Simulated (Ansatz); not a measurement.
Program: Ansatz. Geometries: PBE0-D4/def2-TZVP. ΔE: electronic, gas phase. CCSD(T)/CBS adds triple-zeta CCSD(T) − MP2 to the extrapolated MP2 energy (def2 sets, frozen cores). Functionals use def2-TZVPP. Elements past krypton have def2 core potentials. For In outer-core shells are correlated without core-valence functions, which leaves a few kJ/mol of doubt a bond. Each species was taken in one conformer, which may not be the lowest.

`[CH3][InH][SH]` + methacrylic acid → methyl methacrylate + `[SH][InH2]`  (substitution at a C–In bond)

| level | ΔE (eV) |
| --- | --- |
| PBE0-D4 | 0.69 |
| MP2/def2-TZVPP | 0.81 |

Task: What does CCSD(T)/CBS give? (Best estimate.)

Result: The calculation gave: +0.75 eV. The listed levels differ from it by -0.06, 0.06 eV.

Largest T1 diagnostic among the species: 0.014.

In def2-TZVPP, CCSD(T) changes the Hartree–Fock value by +0.16 eV (the triples alone add +0.01 eV) and MP2 by +0.26 eV.

CCSD(T)/CBS has its own doubt, a few kJ/mol and more with outer-core shells, so smaller differences from it don't rank the levels.
